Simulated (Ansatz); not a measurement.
Yb:

```
Yb
1.0
    -2.15148    2.15148    2.15148
     2.15148   -2.15148    2.15148
     2.15148    2.15148   -2.15148
Yb
1
Direct
  0.00000 0.00000 0.00000
```

This isn't the form of Yb at room conditions, which is fcc.

| Property | Result |
| --- | --- |
| Program | Ansatz 0.2.0 |
| Task | single point |
| Functional | PBEsol |
| Potentials or basis | Ansatz PAW |
| Cutoff | 420 eV (not typed: the program's choice for these potentials) |
| k mesh | 9 × 9 × 9 |
| Occupations | fermi-dirac, width 0.05 eV |
| Spin | collinear spin, ferromagnetic start |
| Starting moments | [1.0] μB |

On this cell: pressure -3.4 GPa; net moment 0.00 μB per cell; band gap on the k mesh none (metal or under the smearing width).

The same run follows on a disturbed copy (cell strained at random at fixed volume):

```
Yb
1.0
    -2.07352    2.22264    2.17799
     2.13050   -2.11761    2.12994
     2.10415    2.14825   -2.07296
Yb
1
Direct
  0.98582 0.99528 0.98341
```

Q: What changes?

A: The energy (extrapolated to zero smearing) moves by +7.9 meV/atom; pressure -3.4 GPa; net moment 0.00 μB per cell; band gap on the k mesh none (metal or under the smearing width).

Stress tensor (GPa, compression positive):
```
-3.30 -0.23 -0.48
-0.23 -3.41 -0.92
-0.48 -0.92 -3.40
```

Caveats: spin-orbit coupling is left out, which moves the levels of the heavy elements; the PAW data sets come from PBE, with cores solved anew for the run's functional, which leaves a small shift of forces and pressure; the starting moments weren't kept.
